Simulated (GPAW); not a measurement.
The system is Sb.

```xyz
1
Lattice="-1.5765 1.5765 2.7119 1.5765 -1.5765 2.7119 1.5765 1.5765 -2.7119" Properties=species:S:1:pos:R:3 pbc="T T T"
Sb    0.0000    0.0000    0.0000
```

This isn't the form of Sb at room conditions, which is rhombohedral.

Base run:

| Item | Value |
| --- | --- |
| Program | GPAW 26.7.0 |
| Functional | r2SCAN |
| Potentials or basis | JTH PAW 2.0, PBE |
| Cutoff | 450 eV |
| Basis | pw |
| k mesh | 10 × 10 × 10 |
| Occupations | fermi-dirac, width 0.05 eV |
| Spin | no spin polarisation |

Its results: band gap on the k mesh none (metal or under the smearing width); pressure 1.5 GPa.

Q: The run is repeated on the same cell with these changes: functional from r2SCAN to PBE; potentials or basis from JTH PAW 2.0, PBE to GPAW PAW data sets (gpaw-data 1.2.1); cutoff from 450 eV to 500 eV. What comes out?

A: Band gap on the k mesh none (metal or under the smearing width); pressure 1.0 GPa.

Caveats: the cutoff is short for stress and forces, so pressures can be off by a GPa or more; the program truncates these outside data sets (some runs); the PAW data sets were made with another functional, which shifts forces and pressure a little (some runs).
